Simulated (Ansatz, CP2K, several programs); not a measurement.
Energy against volume for a 5-atom cell of BaTiO3 started from a crystallographic database, at fixed shape and fractional coordinates, computed by several methods (PBE and r2SCAN, where shown, with plane waves in Ansatz); the cell shown is that of r2SCAN. With free coordinates or axes held, a curve is too stiff, and on another method's shape its minimum isn't the method's own volume. It is trigonal, R3m (No. 160); a = 5.680 Å, c = 6.994 Å in the conventional setting, 13.03 Å³ an atom. Ba has 12 O at 2.78–2.93 Å; Ti has 6 O at 1.87–2.16 Å; O has 2 Ti at 1.87–2.16 Å and 4 Ba at 2.78–2.93 Å. Calculated for a static, non-magnetic cell. Energies count from each curve's lowest point; fits are third-order Birch-Murnaghan.

```xyz
5
Lattice="2.8400 1.6397 2.3314 -2.8400 1.6397 2.3314 0.0000 -3.2793 2.3314" Properties=species:S:1:pos:R:3 pbc="T T T"
Ba    0.0000    0.0000   -0.0224
Ti    0.0000    0.0000    3.3805
O     0.0000    1.6082    2.4224
O    -1.3928   -0.8041    2.4224
O     1.3928   -0.8041    2.4224
```

PBE, on the shape of its own relaxed cell:
```
V (Å³/atom)  E (meV/atom)
     12.581         25.92
     12.983          6.13
     13.384          0.00
     13.786          5.51
     14.187         20.79
```
V₀ = 13.38 Å³ an atom and B₀ = 154 GPa.

Problem. PBE/DZVP (CP2K), on the shape of the cell shown, gives
```tsv
V (Å³/atom)	E (meV/atom)
11.464	183.00
12.246	55.87
13.028	1.41
13.809	0.00
14.591	37.12
```
What equilibrium volume and bulk modulus follow?

Solution. V₀ = 13.43 Å³ an atom and B₀ = 157 GPa.

light PBE (260 eV and a coarse mesh), on the shape of the cell shown:
```csv
V (Å³/atom),E (meV/atom)
11.985,58.09
12.507,33.41
13.028,21.29
13.549,27.17
14.070,0.00
14.591,120.96
```
The points scatter about the fit by more than 0.3 meV an atom, since at so low a cutoff the number of plane waves jumps with the volume, so no fit is quoted.

r2SCAN, on the shape of its own relaxed cell:
```tsv
V (Å³/atom)	E (meV/atom)
12.246	28.38
12.637	6.71
13.028	0.00
13.418	5.99
13.809	22.78
```
V₀ = 13.03 Å³ an atom and B₀ = 173 GPa.

PBE/SZV (CP2K), on the shape of the cell shown:

| V (Å³/atom) | E (meV/atom) |
| --- | --- |
| 11.464 | 345.78 |
| 12.246 | 152.91 |
| 13.028 | 45.16 |
| 13.809 | 0.00 |
| 14.591 | 0.55 |

V₀ = 14.18 Å³ an atom and B₀ = 147 GPa.
